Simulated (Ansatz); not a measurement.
# Rh(110) / 1 layer Cu(110) / Rh(110): resistance against film thickness

Aim: what a thin film of another metal adds to the resistance, first Rh(110) / 1 layer Cu(110) / Rh(110).

Method: Ansatz plane-wave DFT, PBE, PAW files; ballistic transport by layer matching (Landauer), zero bias; PAW set soft_1, in Ansatz 0.2.0.

### Step 1. Set-up

The cell holds 14 atoms: 13 Rh and 1 Cu. Its edges and angles: a = 2.689 Å, b = 3.803 Å, c = 18.635 Å, α = 90.0°, β = 90.0°, γ = 90.0°. It derives from Rh and Cu. Regions: lead, 13 atoms (13 Rh); films, 1 atom (1 Cu). The structure is stacked along c, and the current runs across the ab planes.

### Step 2. With 1 layer

The film is laid into the lead at the lead's in-plane lattice, and the cell closes on the lead's own image. The mesh across the current, 28×20, is finer than the density's, because channels open and close sharply across the zone. Energies from -1 to 1 eV in steps of 0.036 eV cover the slope of the Fermi function at 300 K, so the program can form a conductance.

input.yaml reads:

```yaml
crystal:
  lattice:
    - [2.6891977995, 0.0, 0.0]
    - [0.0, 3.8031, 0.0]
    - [0.0, 0.0, 18.6345411049]
  atoms:
    - { symbol: Rh, position: [0.0, 0.0, 0.0360781329] }
    - { symbol: Rh, position: [0.5, 0.5, 0.1082343986] }
    - { symbol: Rh, position: [0.0, 0.0, 0.1803906643] }
    - { symbol: Rh, position: [0.5, 0.5, 0.2525469301] }
    - { symbol: Rh, position: [0.0, 0.0, 0.3247031958] }
    - { symbol: Rh, position: [0.5, 0.5, 0.3968594615] }
    - { symbol: Cu, position: [0.0, 0.0, 0.4639218671] }
    - { symbol: Rh, position: [0.5, 0.5, 0.5309842727] }
    - { symbol: Rh, position: [0.0, 0.0, 0.6031405385] }
    - { symbol: Rh, position: [0.5, 0.5, 0.6752968042] }
    - { symbol: Rh, position: [0.0, 0.0, 0.7474530699] }
    - { symbol: Rh, position: [0.5, 0.5, 0.8196093357] }
    - { symbol: Rh, position: [0.0, 0.0, 0.8917656014] }
    - { symbol: Rh, position: [0.5, 0.5, 0.9639218671] }
kpoints:
  mp_grid: { grid: [14, 10, 2] }
hamiltonian:
  xc: pbe
  pseudopotentials: { kind: paw, azcp: { folder: soft_1 } }
scf:
  occupations: { method: fermi_dirac, width: 0.1 }
output:
  transmission: { leads: [[0, 1]], kmesh: [28, 20], e_range: [-1.0, 1.0], de: 0.036 }
  write_potential: true
  write_density: true
  volumetric_format: npy
  elf: true
```

The run is started by

```sh
ansatz run input.yaml --threads 4 --pin off --max-ram 8192MiB --backend cpu --events-out ev --progress --plain --runs-dir out
```

Numbers of over 12 decimals in the logs are rounded to 6 here.

Output:

```text
Engine: ansatz 0.2.0, aarch64-unknown-linux-gnu
Pseudopotentials: kind: paw
Pseudopotential: Rh, paw, valence charge 17, recommended cutoff 420 eV (normal), soft_1/Rh.paw.azcp
Pseudopotential: Cu, paw, valence charge 19, recommended cutoff 420 eV (normal), soft_1/Cu.paw.azcp
Functional definition: PBE
  parameter kappa = 0.804
  parameter beta = 0.066725
  exchange = pbe_x(kappa = kappa, mu = beta*pi^2/3)
  correlation = pbe_c(beta = beta)
Crystal: 14 atoms, lattice volume = 190.581 Å³
Basis set: ecut = 420 eV, 3747 PW (Γ)
Bands: 144, of which v1, the nominal top of the filled ones, is band 120 counted from 1 (119 counted from 0)
Symmetry: 8 space group operations
Space group: Pmmm (ITA 47), of the structure as read, at distance tolerance 5.8e-5 Å
k-points: 96 of 280
Non-local potential: Rh, projectors of the file, l = 0: 3, l = 1: 2, l = 2: 2, l = 3: 1
Non-local potential: Cu, projectors of the file, l = 0: 3, l = 1: 2, l = 2: 3, l = 3: 1
PAW form: soft (Blöchl's): semilocal exchange-correlation on the pseudo side does not see the compensation charge
PAW one-centre angular grid: Rh, 590 points (default); XC on 64 Gauss nodes
PAW one-centre angular grid: Cu, 590 points (default); XC on 64 Gauss nodes
Initial density: superposition of atomic densities (chi_scale 0.1, normalization cell, long waves of neutral atoms (reshape's long-wave potential 2.77 eV rms, cloud 2.74 Å wide))
Initial wavefunctions: pseudopotential atomic-orbital guess
Functional: x = pbe(κ = 0.804, μ = 0.219515), c = pbe(β = 0.066725)
SCF iter   1: F=—  HF=-89871.127988 eV  |F-HF|=—  |Δ(HF+E_count)|=         —  Δρ=1.22e-1  dr2=5.67e1  ethr=3.10e-3  ⟨swp⟩=4.5  Hψ=40591  notcnv=0  defer=142
preconditioner: auto → Kerker (q_TF=auto, 2.835 Å⁻¹)  [metal: Δε(μ)=0.001 eV  Ē_g=6.765 eV  σ=0.100 eV  W_gap=0.00  n_scr=60 (ndim 8)  ℏωp=30.4 eV  f_vac=0.000  D(μ)=16.16/eV (n_scr^D=188)]
SCF iter   2: F=—  HF=-89864.863351 eV  |F-HF|=—  |Δ(HF+E_count)|=    6.26e0  Δρ=5.65e-2  dr2=1.46e1  ethr=3.10e-3  ⟨swp⟩=2.0  Hψ=23511  notcnv=0  defer=449
SCF iter   3: F=—  HF=-89863.361175 eV  |F-HF|=—  |Δ(HF+E_count)|=    1.50e0  Δρ=1.11e-2  dr2=5.17e-1  ethr=3.10e-3  ⟨swp⟩=2.0  Hψ=21837  notcnv=0  defer=458
SCF iter   4: F=—  HF=-89863.349112 eV  |F-HF|=—  |Δ(HF+E_count)|=   1.21e-2  Δρ=1.36e-2  dr2=2.81e-1  ethr=2.15e-4  ⟨swp⟩=2.0  Hψ=28617  notcnv=0  defer=473
SCF iter   5: F=—  HF=-89863.318552 eV  |F-HF|=—  |Δ(HF+E_count)|=   3.06e-2  Δρ=4.00e-3  dr2=8.35e-2  ethr=1.17e-4  ⟨swp⟩=2.0  Hψ=24814  notcnv=0  defer=473
SCF iter   6: F=—  HF=-89863.318021 eV  |F-HF|=—  |Δ(HF+E_count)|=   5.31e-4  Δρ=1.37e-3  dr2=1.28e-2  ethr=3.48e-5  ⟨swp⟩=1.7  Hψ=14155  notcnv=0  defer=473
SCF iter   7: F=—  HF=-89863.318264 eV  |F-HF|=—  |Δ(HF+E_count)|=   2.43e-4  Δρ=7.47e-4  dr2=7.72e-3  ethr=5.32e-6  ⟨swp⟩=1.8  Hψ=13738  notcnv=0  defer=473
SCF iter   8: F=—  HF=-89863.318144 eV  |F-HF|=—  |Δ(HF+E_count)|=   1.20e-4  Δρ=2.70e-4  dr2=6.79e-4  ethr=3.22e-6  ⟨swp⟩=1.0  Hψ=13325  notcnv=0  defer=473
SCF iter   9: F=—  HF=-89863.318137 eV  |F-HF|=—  |Δ(HF+E_count)|=   6.42e-6  Δρ=1.07e-4  dr2=3.31e-5  ethr=2.83e-7  ⟨swp⟩=2.0  Hψ=17863  notcnv=0  defer=473
SCF iter  10: F=—  HF=-89863.318154 eV  |F-HF|=—  |Δ(HF+E_count)|=   1.64e-5  Δρ=1.30e-5  dr2=3.60e-7  ethr=1.38e-8  ⟨swp⟩=2.0  Hψ=14977  notcnv=0  defer=471
SCF iter  11: F=—  HF=-89863.318154 eV  |F-HF|=—  |Δ(HF+E_count)|=   2.33e-8  Δρ=3.73e-6  dr2=2.23e-7  ethr=4.17e-11  ⟨swp⟩=8.5  Hψ=34601  notcnv=0
SCF iter  12: F=-89863.318154 eV  HF=-89863.318154 eV  |F-HF|=1.80e-8  |Δ(HF+E_count)|=   2.76e-9  Δρ=1.70e-6  dr2=1.96e-8  ethr=4.17e-11  ⟨swp⟩=1.0  Hψ=27538  notcnv=0
SCF 1 converged in 12 iterations: F = -89863.318154 eV  dr2 = 1.96e-8
  greatest PAW one-centre occupation: 1.000 electrons in one spin orbital (limit 2), on the Rh atom at site 12 (counted from 0), in its partial waves of l = 0
transmission: 612 of 6105 steps passed
transmission: 1221 of 6105 steps passed
[...]
transmission: 6105 of 6105 steps passed
SCF converged after 12 iterations
Free energy (F): -89863.318154 eV
Harris-Foulkes:  -89863.318154 eV  (|F-HF|=1.80e-8)
Internal energy: -89862.688516 eV  (E = F + TS)
E sigma→0 (E₀):  -89863.003335 eV
Entropy (-TS):   -0.629638 eV (-44.974 meV/atom)
Fermi energy:    21.999349 eV
--- Per-component energies (eV) ---
  E_band       = -1443.403969
  E_kinetic    = 7251.646128
  E_local      = -24173.268225  (includes V_loc(G=0)·N_el)
  E_nonlocal   = 4765.576395
  E_hartree    = 9296.958682
  E_xc         = -2694.963707
  E_vxc        = -3384.707993  (∫ρ·V_xc dr)
  E_paw        = -48657.575655  (= ΣΔE_a)
  E_vpaw       = -4496.568421  (= ΣTr[D̂ρ^β])
  E_aug_tail   = 0.001762  (compensation charges beyond the density's cutoff)
  E_ewald      = -35651.063896
  E_smearing   = -0.629638  (= −TS)
  E_closure    = -0.000000  (closes the sum)
  Σ components = -89863.318154   (vs F -89863.318154, Δ=0.00e0)
--- Band table (eV; the first three rows and the last of 96) ---
  k-point 0: bands = [... 116 lower, 21.1540, 21.2133, 21.2748, 21.4663, 21.5312, 21.8359, 21.9672, 22.0010, ... 20 higher]
  k-point 1: bands = [... 116 lower, 21.1383, 21.3105, 21.5614, 21.5652, 21.5675, 21.8945, 22.1797, 22.3117, ... 20 higher]
  k-point 2: bands = [... 116 lower, 21.0724, 21.0973, 21.3895, 21.4666, 21.6635, 21.7680, 21.8624, 21.8849, ... 20 higher]
  k-point 95: bands = [... 116 lower, 22.4515, 22.4753, 22.5101, 22.5473, 22.5642, 22.5652, 22.5689, 22.6796, ... 20 higher]
--- Transmission ---
  basis      : 89 plane waves across, 37 finite elements along
  points     : 165, standing for a mesh of 28 x 20
  filling    : by the input's occupations and mesh, since the crystals that have channels conduct as metals do. If one of these is a semiconductor, that mesh has misplaced its level
  energies   : 56 from -1.000000 to 0.980000 eV about the Fermi level, 0.036000 eV apart; the leads are filled to 0.000000 eV, and channels, transmission and decay are at 0.008000 eV
  crystal 0  : Rh2, at the sites [0, 1], period 2.6892 Å, over 17.48 Å; its Hamiltonian steps by up to 9.9 meV
    offset         : up to 0.0000 Å between an atom of the period and one for which it stands
    filled         : 5.8 meV under the level at which it is neutral
    channels       : 3.067857e0 a spin
    conductance    : 2.3059e15 S/m² at 300 K; may be off by some 0.0 % by where its bands' edges are placed, 3.4 % from the k-mesh, 0.2 % from the distance to neutral
    slowest decay  : 0.0208 /Å at (0.3929, 0.3500)
  junction   : crystal 0 to crystal 0, 0.00 to 15.95 Å
    transmission   : 1.719678e0 a spin
    conductance    : 1.2924e15 S/m² at 300 K (1.2942e15 on every other point, 1.2917e15 on every other energy)
    error estimate : 0.1 % from the energy spacing and 0.1 % from band edges of the leads and from resonances (wavevectors taken as independent; lower de), 3.6 % from the k-mesh, 30.3 % from the steps of its leads' Hamiltonians or their offsets (lay more layers), 0.1 % from the distance to neutral
    resistance     : 3.4016e-4 Ω µm² beyond half of each lead's own
```

The job ended after 9.1 min (4 threads of Arm Neoverse V2, shared host; peak memory 2 GiB; 34 min of CPU time).

In the SCF lines HF is the Harris–Foulkes energy and dr2 the Hartree energy of the density residual, in eV; the loop may stop once dr2 is under the threshold and the program's other checks hold. Hψ counts applications of the Hamiltonian.

Numbers from this step:

| Item | Value |
| --- | --- |
| free energy | -89863.3182 eV |
| energy at zero smearing | -89863.0033 eV |
| Fermi energy | 22.00 eV |
| cell area | 10.23 Å² |
| step of the lead's potential | 9.9 meV |
| ballistic conductance of the lead | 2.31e15 S/m² |
| estimated errors of the lead's conductance | 0, 3.4, 0.2 % (band edges, k-mesh, distance from neutral) |
| lead conductance per cell | 3.044 G₀ |
| conductance of the junction | 1.29e15 S/m² |
| junction conductance per cell | 1.706 G₀ |
| estimated errors of the junction's conductance | 0.1, 0.1, 3.6, 30.3, 0.1 % (energy step, band edges, k-mesh, leads' steps, distance from neutral) |
| area resistance that the stack adds (contact term taken off, spin by spin) | 0.3402 fΩ m² |

Per spin. The transmission, zone mean by energy, zero at the Fermi level:

energy (eV), transmission, zone mean and a bar from the least value:
```
   -1.000       1.84 ##############################
   -0.964       1.82 #############################
   -0.892       1.83 ##############################
   -0.856       1.85 ##############################
   -0.784       1.81 #############################
   -0.748       1.79 ############################
   -0.676       1.79 ############################
   -0.640       1.81 #############################
   -0.568       1.78 ############################
   -0.532       1.78 ############################
   -0.460       1.78 ############################
   -0.424       1.78 ############################
   -0.352       1.77 ############################
   -0.316       1.75 ###########################
   -0.244       1.70 ##########################
   -0.208       1.71 ##########################
   -0.136       1.70 ##########################
   -0.100       1.71 ##########################
   -0.028       1.69 #########################
    0.008       1.72 ##########################
    0.080       1.71 ##########################
    0.116       1.75 ###########################
    0.188       1.81 #############################
    0.224       1.82 #############################
    0.296       1.79 ############################
    0.332       1.76 ###########################
    0.404       1.66 ########################
    0.440       1.59 ######################
    0.512       1.42 #################
    0.548       1.33 ##############
    0.620       1.13 ########
    0.656       1.06 ######
    0.728       0.96 ###
    0.764       0.95 ###
    0.836       0.92 ##
    0.872       0.90 #
    0.944       0.88 
    0.980       0.87
```

Per spin. Table of open channels, zone mean, lead by energy, zero at the Fermi level:

| energy (eV) | open channels, zone mean, lead |
| --- | --- |
| -1.000 | 2.99 |
| -0.964 | 2.99 |
| -0.892 | 2.93 |
| -0.856 | 2.95 |
| -0.784 | 2.9 |
| -0.748 | 2.90 |
| -0.676 | 2.88 |
| -0.640 | 2.86 |
| -0.568 | 2.89 |
| -0.532 | 2.92 |
| -0.460 | 2.88 |
| -0.424 | 2.84 |
| -0.352 | 2.91 |
| -0.316 | 2.92 |
| -0.244 | 2.93 |
| -0.208 | 2.91 |
| -0.136 | 2.94 |
| -0.100 | 3.01 |
| -0.028 | 3.01 |
| 0.008 | 3.07 |
| 0.080 | 3.07 |
| 0.116 | 3.13 |
| 0.188 | 3.25 |
| 0.224 | 3.26 |
| 0.296 | 3.25 |
| 0.332 | 3.31 |
| 0.404 | 3.40 |
| 0.440 | 3.25 |
| 0.512 | 3.04 |
| 0.548 | 2.86 |
| 0.620 | 2.40 |
| 0.656 | 2.19 |
| 0.728 | 1.86 |
| 0.764 | 1.74 |
| 0.836 | 1.54 |
| 0.872 | 1.44 |
| 0.944 | 1.47 |
| 0.980 | 1.18 |

Transmission over k1 and k2. At 0.0080 eV from the Fermi level.

Ten even steps from '_' (0.00) to '@' (3.65):
```
==::..--******++******==++++@@++++==******++******--..::
________++==************++++==++++************==++______
________++************####++==++####************++______
____..::::==++++****##%%##::::::##%%##****++++==::::..__
....::..--------::::::--##******##--::::::--------..::..
====::----::::::::::--**##########**--::::::::::----::==
****++==--::::::::::::##++######++##::::::::::::--==++**
%%%%##++::::::::::::..++##########++..::::::::::::++##%%
%%%%####++..--------==++##########++==--------..++####%%
%%%%####--##**====--++++##########++++--====**##--####%%
%%%%####++..--------==++##########++==--------..++####%%
%%%%##++::::::::::::..++##########++..::::::::::::++##%%
****++==--::::::::::::##++######++##::::::::::::--==++**
====::----::::::::::--**##########**--::::::::::----::==
....::..--------::::::--##******##--::::::--------..::..
____..::::==++++****##%%##::::::##%%##****++++==::::..__
________++************####++==++####************++______
________++==************++++==++++************==++______
==::..--******++******==++++@@++++==******++******--..::
++++__==******####--==++++%%@@%%++++==--####******==__++
```
Columns: k1 (b1) from -0.5 to 0.464; rows upwards: k2 (b2) from -0.5 to 0.45.

Open channels over k1 and k2. At 0.0080 eV from the Fermi level.

Values, 12 rows by 16 columns, each cell a mean:
```
0.94 1.34 3.71 3.83 3.66 4.00 3.60 3.60 4.51 3.54 3.83 4.00 3.66 3.77 3.06 0.60
0.00 0.29 2.66 3.91 4.00 4.00 3.97 3.23 2.91 3.71 4.00 4.00 4.00 3.71 1.34 0.09
0.94 0.94 1.94 2.80 2.80 2.80 2.97 3.54 3.20 3.54 2.80 2.80 2.80 2.63 1.34 0.77
4.00 3.49 2.97 2.00 2.00 2.00 3.37 3.83 4.00 3.77 2.57 2.00 2.00 2.29 3.29 3.74
5.60 5.26 3.09 2.17 2.00 2.00 2.94 3.91 4.00 3.66 2.34 2.00 2.00 2.40 4.06 5.60
6.00 6.00 4.31 2.77 2.00 2.17 3.03 4.00 4.00 3.71 2.63 2.00 2.51 2.86 5.43 6.00
6.00 5.77 3.57 1.91 2.00 2.00 2.86 4.00 4.00 3.71 2.29 2.00 2.00 2.23 4.74 6.00
4.40 4.11 3.00 2.09 2.00 2.00 3.23 3.74 4.00 3.60 2.51 2.00 2.00 2.34 3.57 4.31
2.54 1.86 2.51 2.00 2.00 2.00 2.74 4.00 4.00 3.66 2.23 2.00 2.00 2.29 2.14 2.03
0.00 0.51 2.00 4.00 4.00 4.00 4.00 3.09 2.40 3.77 4.00 4.00 4.00 3.49 1.06 0.26
0.31 0.71 3.34 3.74 3.89 4.00 3.80 3.29 3.77 3.49 3.94 4.00 3.89 3.66 2.31 0.20
1.83 1.60 4.00 4.00 3.77 3.31 3.77 4.69 5.66 4.06 3.71 3.49 3.77 4.00 3.49 1.09
```
Columns: k1 (b1) from -0.5 to 0.464; rows upwards: k2 (b2) from -0.5 to 0.45.

ELF in the ca plane at fractional y = 0.000, with atoms of Rh and Cu within 0.2 Å of it. It is the smooth field of the valence electrons, not physical close to the nuclei.

Ten even steps from '0' (0.16) to '9' (0.75), each cell a mean:
```
79951159972138983100510027985115996213898312
47631136741115752100000014763113664112675111
12210012210002220000000001221001221000222000
11100001110001110000000001111001111000111000
11100001110001110000000001110000111000111000
35420024530014541000000013541002453001454100
68841148861137873100200026884114886113787211
79951159972148984101930027995116997214898312
```
Columns run along c (18.6 Å), rows up along a (2.7 Å). Atoms in or near the plane, at fractional coordinates: Rh at (0.04, 0.00), Rh at (0.18, 0.00), Rh at (0.32, 0.00), Cu at (0.46, 0.00), Rh at (0.60, 0.00), Rh at (0.75, 0.00), Rh at (0.89, 0.00).

Electrostatic potential energy in the ca plane at fractional y = 0.000, with atoms of Rh and Cu within 0.2 Å of it. With pseudopotentials it is smooth inside the atoms' cores, unlike the true potential.

Ten even steps from '0' (-59 eV) to '9' (25 eV), each cell a mean:
```
30159951038972026984127983015985103896202798
63479974369985358996468996347997436998435899
87799997789998789999889998779999778999878999
99999999999999999999999999999999999999999999
98899998899999899999999999889999889999989999
75589985579996568998679997558998557998656999
41269962148973137985248984126995214897313798
20048840027961016983027972004984003896101698
```
Columns run along c (18.6 Å; values clipped at the 3rd and 97th percentile), rows up along a (2.7 Å). Atoms in or near the plane, at fractional coordinates: Rh at (0.04, 0.00), Rh at (0.18, 0.00), Rh at (0.32, 0.00), Cu at (0.46, 0.00), Rh at (0.60, 0.00), Rh at (0.75, 0.00), Rh at (0.89, 0.00).

Valence density in the ca plane at fractional y = 0.000, with atoms of Rh and Cu within 0.2 Å of it. It is the smooth field of the valence electrons, not physical close to the nuclei.

Ten steps, logarithmic in the rise over the least value, from '0' (0 e/Å³) to '9' (56 e/Å³), each cell a mean:
```
46630036641025652015861014663013664102565201
34420024430013431002430003442002443001343100
12100001210001210000100001210000121000121000
00000000000000000000000000000000000000000000
01100001100000100000000000110000110000010000
23310013320002321001220002331001332001232000
45530035541024552004751014553003554102554201
56641146651025653016982025663114665103565201
```
Columns run along c (18.6 Å), rows up along a (2.7 Å). Atoms in or near the plane, at fractional coordinates: Rh at (0.04, 0.00), Rh at (0.18, 0.00), Rh at (0.32, 0.00), Cu at (0.46, 0.00), Rh at (0.60, 0.00), Rh at (0.75, 0.00), Rh at (0.89, 0.00).

The lead's potential steps by 9.9 meV from period to period, small in itself. The program estimates the junction's conductance to 3.6 % from the k-mesh, 0.1 % from the leads' distance from neutral and 30 % from their steps; more lead layers would test the latter.

By hand: 1/G − 1/G_lead = 1/1.292 − 1/2.306 = 0.340 fΩ m² with G in 10¹⁵ S/m².

(Part 1 of 2 ends here.)

[Logs are printed without paths, hosts, clocks, repeated set-up lines and the standing remarks that a program may print on its own settings, such as how far it seeks lower states.]

[Hosts, paths, dates, database ids (printed as entryN), source tags and the programs' standing remarks are cut or masked in the printed files.]
